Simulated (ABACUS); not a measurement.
Crystal: BN.

```
N B
1.0
     0.00000    3.49532    2.16609
     1.25163    0.00000    2.16609
     1.25163    3.49532    0.00000
N B
1 1
Direct
  0.66665 0.66665 0.33335
  0.00005 0.00005 0.99995
```

Measurements of this composition are mostly on another form, of space group No. 194.

- Program: ABACUS 3.10.1
- Task: single point
- Functional: PBE
- Potentials or basis: PseudoDojo NC SR 0.4.1 PBE standard
- Cutoff: 1143 eV
- Density cutoff: 4572 eV
- Basis: plane waves
- k mesh: 13 × 13 × 13
- Occupations: fermi-dirac, width 0.05 eV
- Spin: no spin polarisation

On this cell: pressure 2.9 GPa; largest force 0.010 eV/Å; band gap on the k mesh 3.93 eV, indirect (least direct gap 4.68 eV).

The same run follows on a disturbed copy (atoms moved at random, drawn with an rms of 0.05 Å):

```
N B
1.0
     0.00000    3.49532    2.16609
     1.25163    0.00000    2.16609
     1.25163    3.49532    0.00000
N B
1 1
Direct
  0.66082 0.69742 0.32683
  0.00701 0.00787 0.99074
```

Question: What does the disturbed cell give?

Answer: The energy moves by +19.4 meV/atom; pressure 3.4 GPa; largest force 1.605 eV/Å; band gap on the k mesh 3.75 eV, indirect (least direct gap 4.67 eV).

Forces on the atoms (eV/Å):
```
N   -1.250  0.459 -0.895
B    1.250 -0.459  0.895
```

Stress tensor (GPa, compression positive):
```
 1.93  0.37 -3.29
 0.37  1.55  0.22
-3.29  0.22  6.60
```

Caveats: an odd mesh through Γ misses points on the zone boundary, where band edges often lie.
